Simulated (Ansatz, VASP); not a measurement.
**WS2 in VASP and in Ansatz**

File INCAR:

```
PREC = Accurate
ENCUT = 520
EDIFF = 1E-7
ISMEAR = 0
SIGMA = 0.05
LREAL = False
LASPH = True
NELM = 100
ALGO = Fast
ISIF = 2
LWAVE = False
LCHARG = False
GGA = PE
IVDW = 12
NBANDS = 20
```

KPOINTS

```
regular mesh
0
Gamma
  12 12 12
```

Contents of POSCAR:

```
WS2
1.0
    1.5790003843      0.9116362969      6.4714965000
   -1.5790003843      0.9116362969      6.4714965000
    0.0000000000     -1.8232725938      6.4714965000
W S
1 2
Direct
    0.0000000000      0.0000000000      0.0000000000
    0.7503000000      0.7503000000      0.7503000000
    0.5810000000      0.5810000000      0.5810000000
```

Input for Ansatz:

```yaml
crystal:
  lattice:
    - [1.5790003843, 0.9116362969, 6.4714965]
    - [-1.5790003843, 0.9116362969, 6.4714965]
    - [0.0, -1.8232725938, 6.4714965]
  atoms:
    - { symbol: W, position: [0.0, 0.0, 0.0] }
    - { symbol: S, position: [0.7503, 0.7503, 0.7503] }
    - { symbol: S, position: [0.581, 0.581, 0.581] }
basis:
  ecutwfc: 420
kpoints:
  mp_grid: { grid: [12, 12, 12] }
hamiltonian:
  xc: pbe
  dispersion: d3bj
scf:
  occupations: { method: gaussian, width: 0.05 }
output:
  forces: true
  stress: true
  eigenvalues: true
```

Change from the starting cell: strain +0.000 along x and y, +0.050 along z, atoms carried along.

Alike in both runs: task single point; functional PBE; dispersion D3(BJ); k mesh 12 × 12 × 12; occupations gaussian, width 0.05 eV; no spin polarisation.

|  | VASP | Ansatz |
| --- | --- | --- |
| version | VASP 6.6.1 | Ansatz 0.2.0 |
| potentials or method | VASP PAW PBE potentials, release 64 (W_sv, S) | scalar-relativistic, plane waves, PAW |
| plane-wave cutoff (eV) | 520 | 420 |
| valence electrons in the cell | 26 | 26 |

```csv
,VASP,Ansatz,Ansatz less VASP
gap on the k mesh at the Fermi level (eV),1.20,1.19,-0.013
least direct gap on the mesh (eV),2.09,2.08,-0.003
pressure (GPa),-7.2,-7.2,+0.04
largest component of the traceless stress (GPa),5.88,5.87,-0.002
rms of the force components (eV/Å),0.598,0.599,+0.0012
```

Atom by atom the forces differ by 0.001 eV/Å (rms over components). With one functional, cell and mesh, what is left measures potentials, basis and numerics.

Caveats: spin-orbit coupling is left out, which moves the levels of the heavy elements; forces of over 1 eV/Å show positions far from the minimum, so gaps and moduli don't describe the material at rest. A k mesh can miss the band edges.
